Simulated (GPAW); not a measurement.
# TiB2 (P6/mmm) in GPAW: convergence with convergence criteria

Aim: find how far convergence criteria must go before the results for TiB2 settle, at RPBE. This setting moves, with any that are tied to it; all else stays.

All numbers are computed with GPAW 26.7.0; they aren't measurements. Logs are shortened: lines on timing, memory, paths and dates and some standing lists are left out, and cuts for length are marked. The log counts tension as positive stress, the text compression.

### 1 The structure

It takes space group P6/mmm (No. 191, hexagonal). The conventional cell has a = 3.029 Å, b = 3.029 Å, c = 3.228 Å, α = 90.00°, β = 90.00°, γ = 120.00°. Around Ti (site symmetry 6/mmm) lie 12 B at 2.38 Å. B (site symmetry -6m2) is surrounded by 3 B at 1.75 Å.

### 2 With convergence criteria density=0.001 energy=0.01 eigenstates=0.0001

run.py reads:

```python
from ase.dft.bandgap import bandgap
from ase.io import read, write
from ase.units import GPa
from gpaw import GPAW, PW

atoms = read('POSCAR')

calc = GPAW(mode=PW(800),
            xc='RPBE',
            kpts={'size': (8, 8, 6), 'gamma': True},
            occupations={'name': 'fermi-dirac', 'width': 0.05},
            nbands=20,
            convergence={'density': 0.001, 'energy': 0.01, 'eigenstates': 0.0001},
            maxiter=100,
            txt='gpaw.txt')
atoms.calc = calc
energy = atoms.get_potential_energy()
forces = atoms.get_forces()
stress = atoms.get_stress()
calc.write('gs.gpw')
write('result.traj', atoms)
print(f'Energy: {energy:.6f} eV')
print('Forces (eV/A):')
print(forces.round(4))
print('Stress (GPa):', (stress / GPa).round(3))
print('Fermi level:', round(calc.get_fermi_level(), 4), 'eV')
print(f'Gap: {bandgap(calc)[0]:.4f} eV, direct: {bandgap(calc, direct=True)[0]:.4f} eV')
```

POSCAR reads:

```
TiB2
1.0
    3.0292000000      0.0000000000      0.0000000000
   -1.5146000000      2.6233641531      0.0000000000
    0.0000000000      0.0000000000      3.2284000000
Ti B
1 2
Direct
    0.0000000000      0.0000000000      0.0000000000
    0.6666666667      0.3333333333      0.5000000000
    0.3333333333      0.6666666667      0.5000000000
```

Potentials or basis: the program's PAW data sets (release 1.2.1) made for this functional, pw.

Launch:

```bash
$ OMP_NUM_THREADS=1 python run.py
```

gpaw.txt:

```text
__  _  _
 | _ |_)|_||  |
 |__||  | ||/\| - 26.7.0

Input parameters:
  mode=PW(ecut=800.0),
  convergence={'density': 0.001, 'energy': 0.01, 'eigenstates': 0.0001},
  kpts=MonkhorstPack(size=(8, 8, 6), gamma=True),
  maxiter=100,
  nbands=20,
  occupations=Occupations(name='fermi-dirac', width=0.05),
  xc=XC(name='RPBE')

Diagonalizing LCAO Hamiltonian
Converting LCAO to pw mode

         B  B

       Ti

Atoms  # Å, Bohr magnetons
|   | symbol |         x |        y |        z |    initial magnetic moments |
|---|--------|-----------|----------|----------|-----------------------------|
| 0 |     Ti |  0.000000 | 0.000000 | 0.000000 | ( 0.0000,  0.0000,  0.0000) |
| 1 |      B |  1.514600 | 0.874455 | 1.614200 | ( 0.0000,  0.0000,  0.0000) |
| 2 |      B | -0.000000 | 1.748909 | 1.614200 | ( 0.0000,  0.0000,  0.0000) |

Unit cell  # Å
| periodic |         x |        y |        z |  lengths |     angles |
|----------|-----------|----------|----------|----------|------------|
|      yes |  3.029200 | 0.000000 | 0.000000 | 3.029200 |  90.000000 |
|      yes | -1.514600 | 2.623364 | 0.000000 | 3.029200 |  90.000000 |
|      yes |  0.000000 | 0.000000 | 3.228400 | 3.228400 | 120.000000 |

Number of symmetries: 24
Symmetry operations  # r_c * U_cc + t_c -> r_c
|    | kind |            matrix            |
|----|------|------------------------------|
|  0 |  σ   |  1, 1, 0,  0,-1, 0,  0, 0, 1 |
|  1 |  C2  |  1, 1, 0,  0,-1, 0,  0, 0,-1 |
|  2 |  C6  |  1, 1, 0, -1, 0, 0,  0, 0, 1 |
|  3 |  S6  |  1, 1, 0, -1, 0, 0,  0, 0,-1 |
|  4 |  E   |  1, 0, 0,  0, 1, 0,  0, 0, 1 |
|  5 |  σ   |  1, 0, 0,  0, 1, 0,  0, 0,-1 |
|  6 |  σ   |  1, 0, 0, -1,-1, 0,  0, 0, 1 |
|  7 |  C2  |  1, 0, 0, -1,-1, 0,  0, 0,-1 |
|  8 |  σ   |  0, 1, 0,  1, 0, 0,  0, 0, 1 |
|  9 |  C2  |  0, 1, 0,  1, 0, 0,  0, 0,-1 |
| 10 |  C3  |  0, 1, 0, -1,-1, 0,  0, 0, 1 |
| 11 |  S3  |  0, 1, 0, -1,-1, 0,  0, 0,-1 |
| 12 |  C6  |  0,-1, 0,  1, 1, 0,  0, 0, 1 |
| 13 |  S6  |  0,-1, 0,  1, 1, 0,  0, 0,-1 |
| 14 |  σ   |  0,-1, 0, -1, 0, 0,  0, 0, 1 |
| 15 |  C2  |  0,-1, 0, -1, 0, 0,  0, 0,-1 |
| 16 |  σ   | -1, 0, 0,  1, 1, 0,  0, 0, 1 |
| 17 |  C2  | -1, 0, 0,  1, 1, 0,  0, 0,-1 |
| 18 |  C2  | -1, 0, 0,  0,-1, 0,  0, 0, 1 |
| 19 |  i   | -1, 0, 0,  0,-1, 0,  0, 0,-1 |
[... 113 lines left out ...]
  SVD Regularization: 0.005
  Good broyden scale: 1.0
  Trust region scale: 1.0
  Backstep threshold: 4.0
  History deletion threshold: 6.0
  Fourier metric: weight=20.0, sigma=0.015

occupation numbers:
  Fermi-Dirac:
    width: 0.0500  # eV

poisson solver:
  ecut: 6400.0  # eV

xc functional:
  name: RPBE with 2 nearest neighbor stencil

convergence criteria:
- Maximum integral of absolute [dens]ity change: 0.001 electrons / valence electron
- Maximum [total energy] change in last 3 cyles: 0.01 eV / valence electron
- Maximum integral of absolute [eigenst]ate change: 0.0001 eV^2 / valence electron
maximum number of iterations: 100

SCF iterations
|iter     | |      energy | eigst |  dens |
|---------|-|-------------|-------|-------|
|iter:   1| |  -23.768132 | +0.26 |       |
|iter:   2| |  -23.212427 | -2.32 | -0.93 |
|iter:   3| |  -22.010159 | -1.22 | -1.00 |
|iter:   4| |  -21.998363 | -2.63 | -1.72 |
|iter:   5| |  -22.007106c| -3.16 | -1.99 |
|iter:   6| |  -22.007118c| -4.10c| -2.57 |
|iter:   7| |  -22.007123c| -4.18c| -3.19c|

Converged in 7 steps
Energy contributions relative to reference atoms: (reference = -24570.741124)

Energy contributions:
  Kinetic:          21.746542
  Coulomb:         -19.827656
  Zero:              0.076010
  External:          0.000000
  Xc:              -24.001408
  Entropy:          -0.001224
  Spinorbit:         0.000000
  ----------------------------
  Free energy:     -22.007735
  Extrapolated:    -22.007123

dipole moment: (-4.817170, -8.343584, -10.267894)  # |e|*Ang

Fermi level: 11.678
Eigenvalues  # (at kpt = [0.000, 0.000, 0.000])
| band index |      eig [eV] | occ [0-2] |
|------------|---------------|-----------|
|          0 |       -45.493 |     2.000 |
|          1 |       -21.789 |     2.000 |
|          2 |       -21.475 |     2.000 |
|          3 |       -21.475 |     2.000 |
|          4 |        -1.991 |     2.000 |
|          5 |         8.982 |     2.000 |
[... 9 lines left out ...]
|         15 |        18.448 |     0.000 |
|         16 |        20.688 |     0.000 |
|        ... |               |           |
|         19 |        35.537 |     0.000 |

No gap
No difference between direct/indirect transitions

Forces  # eV/Ang
|        x |        y |       z |
|----------|----------|---------|
| -0.00000 |  0.00000 | 0.00000 |  # Ti   0
| -0.00000 |  0.00000 | 0.00000 |  # B    1
|  0.00000 | -0.00000 | 0.00000 |  # B    2

Stress tensor  # eV/Ang^3
|         x |         y |         z |
|-----------|-----------|-----------|
| -0.035156 |  0.000000 |  0.000000 |
|  0.000000 | -0.035156 |  0.000000 |
|  0.000000 |  0.000000 | -0.027299 |

# Writing to gs.gpw (mode='')
```

stdout:

```text
Energy: -22.007123 eV
Forces (eV/A):
[[-0.  0.  0.]
 [-0.  0.  0.]
 [ 0. -0.  0.]]
Stress (GPa): [-5.633 -5.633 -4.374  0.     0.     0.   ]
Fermi level: 11.678 eV
Gap: 0.0000 eV, direct: 0.0000 eV
```

Run time: 25 s. Hardware: 1 thread of Arm Neoverse N1, shared host; peak memory 0.17 GiB.

Results:

```yaml
Free_energy: -22.0077 eV
Pressure: 5.2 GPa
Band_gap_on_the_k_mesh: none (metal or under the smearing width)
```

### 3 With convergence criteria default

run.py: that of step 2 with these lines changed.

```diff
@@ -12,3 +12,2 @@
             nbands=20,
-            convergence={'density': 0.001, 'energy': 0.01, 'eigenstates': 0.0001},
             maxiter=100,
```

POSCAR is that of step 2.

Potentials or basis: the program's PAW data sets (release 1.2.1) made for this functional, pw.

Launch:

```bash
$ OMP_NUM_THREADS=1 python run.py
```

Run time: 31 s. Hardware: 1 thread of Arm Neoverse N1, shared host; peak memory 0.17 GiB.

It converged, with:

- Free energy: -22.0077 eV
- Pressure: 5.2 GPa
- Band gap on the k mesh: none (metal or under the smearing width)

### 4 With convergence criteria density=1e-05 energy=1e-05

run.py: that of step 3 with these lines changed.

```diff
@@ -12,2 +12,3 @@
             nbands=20,
+            convergence={'density': 1e-05, 'energy': 1e-05},
             maxiter=100,
```

POSCAR is that of step 3.

Launch:

```bash
$ OMP_NUM_THREADS=1 python run.py
```

Wall time 32 s (1 thread of Arm Neoverse N1, shared host); peak memory 0.17 GiB.

Results (log left out):

```
Free energy            : -22.0077 eV
Pressure               : 5.3 GPa
Band gap on the k mesh : none (metal or under the smearing width)
```

### 5 With convergence criteria density=1e-05 forces=0.0001

run.py: that of step 4 with these lines changed.

```diff
@@ -12,3 +12,3 @@
             nbands=20,
-            convergence={'density': 1e-05, 'energy': 1e-05},
+            convergence={'density': 1e-05, 'forces': 0.0001},
             maxiter=100,
```

POSCAR is that of step 4.

Launch:

```bash
$ OMP_NUM_THREADS=1 python run.py
```

It took 33 s on 1 thread of Arm Neoverse N1, shared host; peak memory 0.17 GiB.

It converged, with:

| Property | Result |
| --- | --- |
| Free energy | -22.0077 eV |
| Pressure | 5.3 GPa |
| Band gap on the k mesh | none (metal or under the smearing width) |

### 6 With convergence criteria density=1e-06 energy=1e-06 eigenstates=1e-10

run.py: that of step 5 with these lines changed.

```diff
@@ -12,3 +12,3 @@
             nbands=20,
-            convergence={'density': 1e-05, 'forces': 0.0001},
+            convergence={'density': 1e-06, 'energy': 1e-06, 'eigenstates': 1e-10},
             maxiter=100,
```

POSCAR is that of step 5.

Potentials or basis: the program's PAW data sets (release 1.2.1) made for this functional, pw.

Launch:

```bash
$ OMP_NUM_THREADS=1 python run.py
```

Wall time 35 s (1 thread of Arm Neoverse N1, shared host); peak memory 0.17 GiB.

It converged, with:

```yaml
Free_energy: -22.0077 eV
Pressure: 5.3 GPa
Band_gap_on_the_k_mesh: none (metal or under the smearing width)
```

### 7 Summary

```csv
convergence criteria,"energy less the tightest run, at zero smearing (meV/atom)",SCF cycles,CPU time (s),peak memory (GiB)
density=0.001 energy=0.01 eigenstates=0.0001,0.00,7,25,0.17
default,0.00,9,31,0.17
density=1e-05 energy=1e-05,0.00,10,32,0.17
density=1e-05 forces=0.0001,0.00,11,33,0.17
density=1e-06 energy=1e-06 eigenstates=1e-10,0.00,11,35,0.17
```

Against the tightest run, the energy stays within 1 meV/atom from density=0.001 energy=0.01 eigenstates=0.0001 on. The tightest run that finished is the yardstick and may itself not be fully converged.
